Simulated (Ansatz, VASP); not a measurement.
SnTe in VASP and in Ansatz

INCAR

```
SYSTEM = SnTe
PREC = Accurate
ENCUT = 600
EDIFF = 1E-6
ISMEAR = -1
SIGMA = 0.05
LREAL = .FALSE.
LASPH = .TRUE.
NELM = 100
ALGO = Normal
ISIF = 3
LWAVE = .FALSE.
LCHARG = .FALSE.
IBRION = 2
NSW = 60
EDIFFG = -0.01
```

File KPOINTS:

```
Automatic mesh
0
G
  7 7 7
  0 0 0
```

The input POSCAR:

```
SnTe
1.0
    0.0000000000      3.1508500000      3.1508500000
    3.1508500000      0.0000000000      3.1508500000
    3.1508500000      3.1508500000      0.0000000000
Te Sn
1 1
Direct
    0.5000000000      0.5000000000      0.5000000000
    0.0000000000      0.0000000000      0.0000000000
```

File input.yaml:

```yaml
crystal:
  lattice:
    - [0.0, 3.15085, 3.15085]
    - [3.15085, 0.0, 3.15085]
    - [3.15085, 3.15085, 0.0]
  atoms:
    - { symbol: Te, position: [0.5, 0.5, 0.5] }
    - { symbol: Sn, position: [0.0, 0.0, 0.0] }
hamiltonian:
  xc: lda
  pseudopotentials: { kind: paw }
kpoints:
  mp_grid: { grid: [7, 7, 7] }
scf:
  occupations: { method: fermi_dirac, width: 0.05 }
output:
  forces: true
  stress: true
relax:
  f_tol: 0.01
  max_steps: 40
  cell: { stress_tol: 0.05 }
```

Alike in both runs: task relaxation of cell and atoms; functional LDA; k mesh 7 × 7 × 7; occupations fermi-dirac, width 0.05 eV; no spin polarisation.

```csv
,VASP,Ansatz
version,VASP 6.6.1,Ansatz 0.2.0
potentials or method,"VASP PAW LDA potentials, release 64 (Te, Sn_d)",Ansatz PAW
plane-wave cutoff (eV),600,420
valence electrons in the cell,20,30
```

VASP gave:

```
relaxed volume (Å³/atom)                                     : 30.30
relaxed cell length with the largest relative difference (Å) : 4.409
energy change over the relaxation (meV/atom)                 : -5
```

Q: Estimate Ansatz's values.

A: Relaxed volume (Å³/atom): 30.27; relaxed cell length with the largest relative difference (Å): 4.407; energy change over the relaxation (meV/atom): -5.

The two sets of potentials don't hold the same shells in valence.

Caveats: the plane-wave basis is chosen anew once the cell has moved, so the energies of steps on either side of that aren't comparable (Ansatz); the PAW data sets come from PBE, with cores solved anew for the run's functional, which leaves a small shift of forces and pressure (Ansatz). LDA usually gives volumes a few per cent too small. Zero-point motion and thermal expansion aren't in these numbers.
